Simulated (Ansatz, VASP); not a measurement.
## Au: VASP beside Ansatz

```
CELL_PARAMETERS angstrom
1.38576 -2.50966 0.00000
1.38576 2.50966 0.00000
0.00000 0.00000 4.80459
ATOMIC_POSITIONS crystal
Au 0.66533 0.33467 0.25000
Au 0.33467 0.66533 0.75000
```

This isn't the form of Au at room conditions, which is fcc.

Alike in both runs: task single point; functional LDA; k mesh 12 × 12 × 6; occupations gaussian, width 0.1 eV; no spin polarisation.

|  | VASP | Ansatz |
| --- | --- | --- |
| version | VASP 6.6.1 | Ansatz 0.2.0 |
| potentials or method | VASP PAW LDA potentials, release 64 (Au) | plane waves, PAW |
| plane-wave cutoff (eV) | 520 | 500 |
| valence electrons in the cell | 22 | 38 |

```csv
,VASP,Ansatz,Ansatz less VASP
pressure (GPa),-0.5,-1.0,-0.49
largest component of the traceless stress (GPa),0.98,0.87,-0.108
```

The two sets of potentials don't hold the same shells in valence.

Spin-orbit coupling is left out, which matters for the levels of Au.
